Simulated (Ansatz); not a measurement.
**RbCl (rocksalt): other levels of theory at one geometry**

The task here is to estimate one member of a computed series from the others.

Method: DFT at several levels, plane waves, PAW, in Ansatz 0.2.0.

1 further run of the same task is left out (it didn't finish). Runs told in other sessions of the task aren't counted.

### The starting structure

Symmetry: Fm-3m, No. 225, cubic system. Conventional cell: a = 6.698 Å, b = 6.698 Å, c = 6.698 Å, α = 90.00°, β = 90.00°, γ = 90.00°. Rb (site symmetry m-3m) is surrounded by 6 Cl at 3.35 Å. Cl (site symmetry m-3m) is surrounded by 6 Rb at 3.35 Å.

Coordinates:

```
CELL_PARAMETERS angstrom
0.00000 3.34904 3.34904
3.34904 0.00000 3.34904
3.34904 3.34904 0.00000
ATOMIC_POSITIONS crystal
Rb 0.50000 0.50000 0.50000
Cl 0.00000 0.00000 0.00000
```

An earlier run at PBE left this cell at 37.563 Å³/atom and 0.01 GPa (10×10×10 mesh), mesh gap 4.84 eV.

Levels to run: PBE+SOC; r²SCAN; PBEsol; LDA; HSE06. Hardware: 2 threads of Arm Neoverse V1, shared host.

Set-up of the first run:

File input.yaml:

```yaml
crystal:
  lattice:
    - [0.0, 3.3490431603, 3.3490431603]
    - [3.3490431603, 0.0, 3.3490431603]
    - [3.3490431603, 3.3490431603, 0.0]
  atoms:
    - { symbol: Rb, position: [0.5, 0.5, 0.5] }
    - { symbol: Cl, position: [0.0, 0.0, 0.0] }
basis:
  ecutwfc: 420
  ecutrho_ratio: 4
kpoints:
  mp_grid: { grid: [10, 10, 10] }
hamiltonian:
  xc: pbe
scf:
  occupations: { method: gaussian, width: 0.05 }
output:
  forces: true
  stress: true
  eigenvalues: true
  populations: true
  dos: { projected: true, de: 0.02 }
  write_density: true
  write_potential: true
  elf: true
  volumetric_format: npy
magnetization:
  noncollinear: true
  spin_orbit: true
```

On the command line:

```
$ ansatz run input.yaml --threads 2 --pin off --max-ram 2662MiB --backend cpu --events-out ev --progress --plain --runs-dir out
```

Steps of the session up to this table: PBE+SOC; r²SCAN; PBEsol; LDA; HSE06.

One of the session's tables, all rows but one given; the rest of the session is left out.

```
  level  gap on the mesh (eV)  pressure (GPa)
    PBE                  4.84             0.0
    LDA                  4.40            -2.2
 PBEsol                  4.70            -1.0
PBE+SOC                  4.79             0.0
 r²SCAN                  5.43            -0.6
  HSE06                     ?               ?
```

Estimate the missing values for HSE06.

As computed: gap on the mesh (eV): 6.12; pressure (GPa): -0.2. In the column «gap on the mesh (eV)» it is the highest.

The pressure runs from -2.2 GPa (LDA) to 0.0 GPa (PBE); a negative pressure means that level wants a smaller cell, a positive one a larger cell. The gap is widest with HSE06 (6.12 eV) and narrowest with LDA (4.40 eV). Total energies of different levels have different zeros and can't be compared.

Caveats from the session: Warnings in the runs' records: stress scf threshold loose, stress exchange threshold loose.
